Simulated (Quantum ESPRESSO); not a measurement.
# InP (F-43m) in Quantum ESPRESSO: a series of runs, part 5 of 5

Quantum ESPRESSO 7.5. Earlier steps stand in the parts before.

## 7. Phonons, PBE

The input, pw.in:

```
&CONTROL
  calculation = 'scf'
  prefix = 'pwscf'
  outdir = './tmp'
  pseudo_dir = './pseudo'
  tprnfor = .true.
  tstress = .true.
  disk_io = 'low'
/
&SYSTEM
  ibrav = 0
  nat = 2
  ntyp = 2
  ecutwfc = 36
  ecutrho = 216
  nbnd = 15
  occupations = 'smearing'
  smearing = 'fd'
  degauss = 0.00367493
/
&ELECTRONS
  conv_thr = 4d-10
  electron_maxstep = 120
  mixing_beta = 0.5
/
ATOMIC_SPECIES
In   114.8180 In.GGA_PBE-JTH.UPF
P     30.9738 P.GGA_PBE-JTH.UPF
CELL_PARAMETERS angstrom
   0.0000000000    2.9305000000    2.9305000000
   2.9305000000    0.0000000000    2.9305000000
   2.9305000000    2.9305000000    0.0000000000
ATOMIC_POSITIONS crystal
In     0.0000000000    0.0000000000    0.0000000000
P      0.7500000000    0.7500000000    0.7500000000
K_POINTS automatic
8 8 8 1 1 1
```

The input, relax.in:

```
&CONTROL
  calculation = 'vc-relax'
  prefix = 'pwscf'
  outdir = './tmp'
  pseudo_dir = './pseudo'
  tprnfor = .true.
  tstress = .true.
  disk_io = 'low'
  nstep = 40
  forc_conv_thr = 0.0001
  etot_conv_thr = 1d-06
/
&SYSTEM
  ibrav = 0
  nat = 2
  ntyp = 2
  ecutwfc = 36
  ecutrho = 216
  nbnd = 15
  occupations = 'smearing'
  smearing = 'fd'
  degauss = 0.00367493
/
&ELECTRONS
  conv_thr = 4d-10
  electron_maxstep = 120
  mixing_beta = 0.5
/
&IONS
  ion_dynamics = 'bfgs'
/
&CELL
  cell_dynamics = 'bfgs'
  press = 0
  press_conv_thr = 0.2
/
ATOMIC_SPECIES
In   114.8180 In.GGA_PBE-JTH.UPF
P     30.9738 P.GGA_PBE-JTH.UPF
CELL_PARAMETERS angstrom
   0.0000000000    2.9305000000    2.9305000000
   2.9305000000    0.0000000000    2.9305000000
   2.9305000000    2.9305000000    0.0000000000
ATOMIC_POSITIONS crystal
In     0.0000000000    0.0000000000    0.0000000000
P      0.7500000000    0.7500000000    0.7500000000
K_POINTS automatic
8 8 8 1 1 1
```

The input, scf2.in:

```
&CONTROL
  calculation = 'scf'
  prefix = 'pwscf'
  outdir = './tmp'
  pseudo_dir = './pseudo'
  tprnfor = .true.
  tstress = .true.
  disk_io = 'low'
/
&SYSTEM
  ibrav = 0
  nat = 2
  ntyp = 2
  ecutwfc = 36
  ecutrho = 216
  nbnd = 15
  occupations = 'fixed'
/
&ELECTRONS
  conv_thr = 1d-13
  electron_maxstep = 120
  mixing_beta = 0.5
  startingpot = 'file'
  startingwfc = 'file'
/
ATOMIC_SPECIES
In   114.8180 In.GGA_PBE-JTH.UPF
P     30.9738 P.GGA_PBE-JTH.UPF
CELL_PARAMETERS angstrom
   0.0000000000    2.9656008901    2.9656008901
   2.9656008901    0.0000000000    2.9656008901
   2.9656008901    2.9656008901    0.0000000000
ATOMIC_POSITIONS crystal
In     0.0000000000    0.0000000000    0.0000000000
P      0.7500000000    0.7500000000    0.7500000000
K_POINTS automatic
8 8 8 1 1 1
```

The input, ph.in:

```
phonons of InP
&INPUTPH
  prefix = 'pwscf'
  outdir = './tmp'
  tr2_ph = 1d-16
  fildyn = 'dyn'
  niter_ph = 60
  alpha_mix(1) = 0.7
  epsil = .true.
/
0.0000000000 0.0000000000 0.0000000000
```

The input, dynmat.in:

```
&INPUT
  fildyn = 'dyn'
  asr = 'crystal'
  lperm = .true.
  filout = 'dynmat.disp'
  fileig = 'dynmat.eig'
/
```

The input, dynmat_lo.in:

```
&INPUT
  fildyn = 'dyn'
  asr = 'crystal'
  filout = 'dynmat_lo.disp'
  fileig = 'dynmat_lo.eig'
  q(1) = 0
  q(2) = 0
  q(3) = 1
/
```

Potentials or basis: JTH 2.0 PBE.

Command:

```
$ OMP_NUM_THREADS=1 pw.x -in pw.in > pw.out
$ OMP_NUM_THREADS=1 pw.x -in relax.in > relax.out
$ OMP_NUM_THREADS=1 pw.x -in scf2.in > scf2.out
$ OMP_NUM_THREADS=1 ph.x -in ph.in > ph.out
$ OMP_NUM_THREADS=1 dynmat.x -in dynmat.in > dynmat.out
$ OMP_NUM_THREADS=1 dynmat.x -in dynmat_lo.in > dynmat_lo.out
```

pw.out:

```text
This program is part of the open-source Quantum ESPRESSO suite
     for quantum simulation of materials; please cite
         "P. Giannozzi et al., J. Phys.:Condens. Matter 21 395502 (2009);
         "P. Giannozzi et al., J. Phys.:Condens. Matter 29 465901 (2017);
         "P. Giannozzi et al., J. Chem. Phys. 152 154105 (2020);
     in publications or presentations arising from this work. More details at

     file In.GGA_PBE-JTH.UPF: wavefunction(s)  0S 5P 0P 4D 0D renormalized
     file P.GGA_PBE-JTH.UPF: wavefunction(s)  0S 0P renormalized
     Message from routine setup:
     using ibrav=0 with symmetry is DISCOURAGED, use correct ibrav instead

     G-vector sticks info
     --------------------
     sticks:   dense  smooth     PW     G-vecs:    dense   smooth      PW
     Sum         913     595    199                18149     9841    1837

     Using Slab Decomposition

     bravais-lattice index     =            0
     lattice parameter (alat)  =       7.8317  a.u.
     unit-cell volume          =     339.6658 (a.u.)^3
     number of atoms/cell      =            2
[... 524 lines left out ...]
     5.6279   9.0970  11.2579  12.0105  13.9833  16.2794  16.7626

     the Fermi energy is     7.3568 ev

!    total energy              =    -466.32389704 Ry
     total all-electron energy =      -466.323897 Ry
     estimated scf accuracy    <          1.3E-11 Ry
     smearing contrib. (-TS)   =      -0.00000001 Ry
     internal energy E=F+TS    =    -466.32389703 Ry

     The total energy is F=E-TS. E is the sum of the following terms:
     one-electron contribution =     -49.91197862 Ry
     hartree contribution      =      47.63774123 Ry
     xc contribution           =     -31.78686024 Ry
     ewald contribution        =     -89.72040424 Ry
     one-center paw contrib.   =    -342.54239517 Ry

     convergence has been achieved in   9 iterations

     negative rho (up, down):  7.563E-04 0.000E+00

     Forces acting on atoms (cartesian axes, Ry/au):

     atom    1 type  1   force =    -0.00000000   -0.00000000    0.00000000
     atom    2 type  2   force =    -0.00000000   -0.00000000   -0.00000000

     Total force =     0.000000     Total SCF correction =     0.000000

     Computing stress (Cartesian axis) and pressure

     negative rho (up, down):  7.563E-04 0.000E+00
          total   stress  (Ry/bohr**3)                   (kbar)     P=       24.34
   0.00016544   0.00000000  -0.00000000           24.34        0.00       -0.00
  -0.00000000   0.00016544  -0.00000000           -0.00       24.34       -0.00
  -0.00000000  -0.00000000   0.00016544           -0.00       -0.00       24.34

=------------------------------------------------------------------------------=
   JOB DONE.
=------------------------------------------------------------------------------=
```

relax.out:

```text
This program is part of the open-source Quantum ESPRESSO suite
     for quantum simulation of materials; please cite
         "P. Giannozzi et al., J. Phys.:Condens. Matter 21 395502 (2009);
         "P. Giannozzi et al., J. Phys.:Condens. Matter 29 465901 (2017);
         "P. Giannozzi et al., J. Chem. Phys. 152 154105 (2020);
[... 1076 lines left out ...]
  -0.00000000   0.00000026  -0.00000000           -0.00        0.04       -0.00
   0.00000000  -0.00000000   0.00000026            0.00       -0.00        0.04

=------------------------------------------------------------------------------=
   JOB DONE.
=------------------------------------------------------------------------------=
```

It took 8.4 min on 1 thread of Arm Neoverse V1, shared host; peak memory 0.12 GiB.

Results:

```yaml
Free_energy: -6344.6840 eV
Electronic_dielectric_tensor_diagonal: 11.48
Born_charges_mean_of_the_diagonal: In +2.61; P -2.60 e
Highest_phonon_frequency_at_Γ_LO-TO_splitting_left_out: 289 cm⁻¹
Static_dielectric_tensor_diagonal: 14.62
```

Phonon frequencies in cm⁻¹ (negative: imaginary):
```
              q point           frequencies
(0.000, 0.000, 0.000)  -3 -3 -3 289 289 289
```

Electronic dielectric tensor:
```
11.48  0.00  0.00
 0.00 11.48  0.00
 0.00  0.00 11.48
```

Born effective charge tensors (e):
atom 1, In
```
2.61 0.00 0.00
0.00 2.61 0.00
0.00 0.00 2.61
```
atom 2, P
```
-2.60  0.00  0.00
 0.00 -2.60  0.00
 0.00  0.00 -2.60
```

Optical modes at Γ, degenerate ones joined, polar ones without the macroscopic field:
```tsv
cm⁻¹	components	symmetry	active in	IR intensity, summed ((D/Å)²/amu)
289	3	T2	IR and Raman	19.24
```

Zone-centre frequencies without and with the macroscopic field along z (cm⁻¹):
|  | optical modes in rising order |
| --- | --- |
| without | 289 289 289 |
| with the field | 289 289 326 |

Static dielectric tensor, electrons and zone-centre modes:
```
14.62  0.00  0.00
 0.00 14.62  0.00
 0.00  0.00 14.62
```

Caveat: the cutoff is too short for stress, so the log's stress isn't used; the cutoff is low for these files, which shifts pressure and relaxed volume.

## 8. The runs side by side

| level | potentials or basis | cutoff (eV) | pressure (GPa) |
| --- | --- | --- | --- |
| PBEsol | PseudoDojo 0.4.1 SR PBEsol standard | 952 | 0.7 |
| BLYP | PseudoDojo 0.4.1 SR PBE standard | 952 | 0.1 |
| AM05 | PseudoDojo 0.4.1 SR PBE standard | 952 | 1.2 |
| PBE | PseudoDojo 0.4.1 SR PBE standard | 952 | 3.4 |
| PBEsol | GBRV 1.5 PBEsol | 612 | 0.0 |
| PBE | JTH 2.0 PBE | 490 | - |

Alike in all rows: task phonons; no spin polarisation; cell relaxed; k mesh 8 × 8 × 8, shifted; smearing fermi-dirac 0.05 eV.

Caveats: the potentials were made for another functional, which shifts forces and pressure (some runs); the cell is more than 3 GPa from zero pressure, which shifts response properties (some runs); the relaxation stopped at its first step, so nothing moved (some runs); the cutoff is low for these files, which shifts pressure and relaxed volume (some runs).

Absolute energies hang on the potentials; compare differences alone.

## 9. How close it comes

Step 2. A measured high-frequency dielectric constant of InP is 9.61 (300 K; a printed reference work, textbook); the calculated 11.38 misses it by +18.4 %.

Step 3. A measured high-frequency dielectric constant of InP is 9.61 (300 K; a printed reference work, textbook); the calculated 13.75 misses it by +43.1 %. So large a miss can be the level of theory's own, or it may mean another phase, state or a wrong row.

Step 4. Measured high-frequency dielectric constant of InP: 9.61 (300 K; a printed reference work, textbook). This calculation gives 11.17 (+16.2 %).

Step 5. Measured high-frequency dielectric constant of InP: 9.61 (300 K; a printed reference work, textbook). This calculation gives 10.91 (+13.5 %).

Step 6. A measured high-frequency dielectric constant of InP is 9.61 (300 K; a printed reference work, textbook); the calculated 11.40 misses it by +18.6 %.

Step 7. A measured high-frequency dielectric constant of InP is 9.61 (300 K; a printed reference work, textbook); the calculated 11.48 misses it by +19.4 %.
